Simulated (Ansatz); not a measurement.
The system is ZrN.

```xyz
2
Lattice="0.0000 2.3000 2.3000 2.3000 0.0000 2.3000 2.3000 2.3000 0.0000" Properties=species:S:1:pos:R:3 pbc="T T T"
Zr    2.3000    2.3000    2.3000
N     0.0000    0.0000    0.0000
```

Base run:

| Property | Result |
| --- | --- |
| Program | Ansatz 0.2.0 |
| Functional | LDA |
| Potentials or basis | Ansatz PAW |
| Cutoff | 420 eV (not typed: the program's choice for these potentials) |
| k mesh | 10 × 10 × 10 |
| Occupations | fermi-dirac, width 0.05 eV |
| Spin | no spin polarisation |

Its results: band gap on the k mesh none (metal or under the smearing width); pressure -12.6 GPa.

Task: The run is repeated on the same cell with these changes: functional from LDA to PBE; occupations from fermi-dirac, width 0.05 eV to gaussian, width 0.011 eV. What comes out?

Result: Band gap on the k mesh none (metal or under the smearing width); pressure -0.9 GPa.

Caveats: the PAW data sets come from PBE, with cores solved anew for the run's functional, which leaves a small shift of forces and pressure (some runs).
